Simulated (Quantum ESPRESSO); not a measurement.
Runs of Quantum ESPRESSO 7.5 on TiTe. It takes space group Fm-3m (No. 225, cubic). The conventional cell has a = 6.100 Å, b = 6.100 Å, c = 6.100 Å, α = 90.00°, β = 90.00°, γ = 90.00°. Around Ti (site symmetry m-3m) lie 6 Te at 3.05 Å. Te (site symmetry m-3m) has 6 Ti at 3.05 Å as nearest neighbours. The cell comes from a database or a generator and needn't be the stable form of this composition.

| U | gap on the mesh (eV) | pressure (GPa) | moment (μB) |
| --- | --- | --- | --- |
| Ti d U = 6 eV | (c) | (b) | 0.00 |
| Ti d U = 5 eV | 1.23 | -3.4 | 0.00 |
| Ti d U = 3 eV | 0.67 | (a) | 0.00 |
| Ti d U = 4 eV | 1.03 | -5.0 | 0.00 |

Alike in all rows: task single point; level LDA+U; potentials or basis PseudoDojo 0.4.1 SR LDA stringent; spin collinear, antiferromagnetic start; cell as given; k mesh 3 × 3 × 3; cutoff (eV) 1170; smearing gaussian 0.05 eV; the mesh is coarse, so values aren't converged.

Q: Fill in the values left out.

A: (a) -6.7; (b) -1.7; (c) 1.37.

Caveats: all runs use coarse meshes; spin-orbit coupling is left out, which moves the levels of the heavy elements; an odd mesh through Γ misses points on the zone boundary, where band edges often lie; the U is typed as a test and isn't derived for this compound.

A k mesh can miss the band edges, and the runs leave out spin-orbit coupling on Te.
